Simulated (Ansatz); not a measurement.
All numbers below come from Ansatz 0.2.0, DFT PBE, scalar-relativistic, plane waves, PAW. Settings: cutoff 420 eV, Γ-centred meshes spaced at most about 0.3 Å⁻¹, and about 0.25 Å⁻¹ or finer for metals (2π included), Gaussian smearing. No spin polarisation.

The zero of energy is the elements' standard structures at the same level; no fitted shifts are applied. The references include black phosphorus.

All energies are static (0 K, no zero-point motion). Larger cells and other orderings weren't all tried, so the list isn't exhaustive. An odd number of electrons in the primitive cell allows no gap without spin; a larger cell or a magnetic state could open one. The reference form of P is held partly by dispersion forces, which this level lacks.

A search for Al5P2 gave 6 distinct relaxed structures. Coordination counts Al atoms around P (those within 1.25 times the shortest such distance or 1.15 times the sum of covalent radii, 1.27 where that leaves under three). Cells relaxed within their symmetry can be saddle points.

Problem. Which structure of Al5P2 came out lowest?

Solution. The one with space group P-4m2 (No. 115), reached from: a cell proposed by chemical analogy. It has a = 3.810 Å, c = 9.968 Å, 20.7 Å³/atom, no gap on the mesh. Around Al on a site of symmetry -4m2 lie 4 P at 2.37 Å and 12 Al at 3.81–3.92 Å; around Al on a site of symmetry 2mm lie 2 P at 2.39 Å, 2 Al at 2.74 Å and 2 Al at 2.98 Å; Al on a second site of symmetry 2mm is surrounded by 6 Al at 2.71–2.74 Å and 2 Al at 2.98 Å; P is surrounded by 4 Al at 2.37–2.39 Å. Its energy over the elements is −0.16 eV/atom. It lies below the elements, which doesn't yet make it stable against other compounds or structures. An observed structure of this formula, if there is one, may be missing.

```cif
data_structure
_symmetry_space_group_name_H-M 'P-4m2'
_symmetry_Int_Tables_number 115
_cell_length_a 3.8096
_cell_length_b 3.8096
_cell_length_c 9.9680
_cell_angle_alpha 90.000
_cell_angle_beta 90.000
_cell_angle_gamma 90.000
_cell_volume 144.67
loop_
_atom_site_label
_atom_site_type_symbol
_atom_site_symmetry_multiplicity
_atom_site_Wyckoff_symbol
_atom_site_fract_x
_atom_site_fract_y
_atom_site_fract_z
_atom_site_occupancy
Al1 Al 1 a 0.00000 0.00000 0.00000 1
Al2 Al 2 f 0.50000 0.50000 0.71385 1
Al3 Al 2 g 0.50000 0.00000 0.51651 1
P1 P 2 g 0.50000 0.00000 0.14209 1
```

Problem. How much higher is the C2 structure with 19.6 Å³/atom and coordination P 4 (reached from: Ta2O5 type (C2))?

Solution. 29 meV/atom. It has no gap on its mesh.

Problem. How much higher is the R-3m structure with 18.0 Å³/atom and coordination P 6 (reached from: B5W2 type (R-3m))?

Solution. 45 meV/atom. It has no gap on its mesh.

Some candidate types were left out of the draw beforehand, so a known form may be missing.
